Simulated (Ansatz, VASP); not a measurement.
**One calculation of NaH, two programs**

The input POSCAR:

```
NaH
1.0
    0.1372500000      2.4400000000      2.4400000000
    2.4400000000      0.1372500000      2.4400000000
    2.5772500000      2.5772500000      0.0000000000
Na H
1 1
Direct
    0.0000000000      0.0000000000      0.0000000000
    0.5000000000      0.5000000000      0.5000000000
```

File INCAR.step1:

```
SYSTEM = NaH
PREC = Accurate ; ENCUT = 520
ISMEAR = 0 ; SIGMA = 0.05
LREAL = .FALSE. ; LASPH = .TRUE.
NELM = 100 ; NBANDS = 11
GGA = PE ; ALGO = Normal
EDIFF = 1E-4 ; LWAVE = .TRUE.
LCHARG = .FALSE.
```

File INCAR.step2:

```
SYSTEM = NaH
PREC = Accurate ; ENCUT = 520
EDIFF = 1E-6 ; ISMEAR = 0
SIGMA = 0.05 ; LREAL = .FALSE.
LASPH = .TRUE. ; NELM = 100
ALGO = Normal ; ISIF = 2
LWAVE = .FALSE. ; LCHARG = .TRUE.
METAGGA = R2SCAN ; LMIXTAU = .TRUE.
LELF = .TRUE. ; LVHAR = .TRUE.
NBANDS = 11 ; ISTART = 1
```

KPOINTS

```
Automatic mesh
0
G
  8 8 8
  0 0 0
```

Input for Ansatz:

```yaml
crystal:
  lattice:
    - [0.13725, 2.44, 2.44]
    - [2.44, 0.13725, 2.44]
    - [2.57725, 2.57725, 0.0]
  atoms:
    - { symbol: Na, position: [0.0, 0.0, 0.0] }
    - { symbol: H, position: [0.5, 0.5, 0.5] }
basis:
  ecutwfc: 500
kpoints:
  mp_grid: { grid: [8, 8, 8] }
hamiltonian:
  xc: r2scan
scf:
  occupations: { method: gaussian, width: 0.05 }
output:
  forces: true
  stress: true
  eigenvalues: true
```

Change from the starting cell: strain +0.1125 x Voigt [0, 0, 0, 0, 0, 1], atoms carried along.

Alike in both runs: task single point; functional r2SCAN; k mesh 8 × 8 × 8; occupations gaussian, width 0.05 eV; no spin polarisation.

|  | VASP | Ansatz |
| --- | --- | --- |
| version | VASP 6.6.1 | Ansatz 0.2.0 |
| potentials or method | VASP PAW PBE potentials, release 64 (Na_pv, H) | scalar-relativistic, plane waves, PAW |
| plane-wave cutoff (eV) | 520 | 500 |
| valence electrons in the cell | 8 | 10 |

```csv
,VASP,Ansatz,Ansatz less VASP
gap on the k mesh at the Fermi level (eV),3.94,3.93,-0.014
least direct gap on the mesh (eV),5.04,5.04,+0.005
pressure (GPa),-1.4,-1.1,+0.24
largest component of the traceless stress (GPa),2.65,2.63,-0.020
```

The functional is the same, so the differences come from potentials, cutoffs and numerics. The two sets of potentials don't hold the same shells in valence.

Caveats: the PAW data sets were made with another functional, which shifts forces and pressure a little (VASP). A k mesh can miss the band edges.
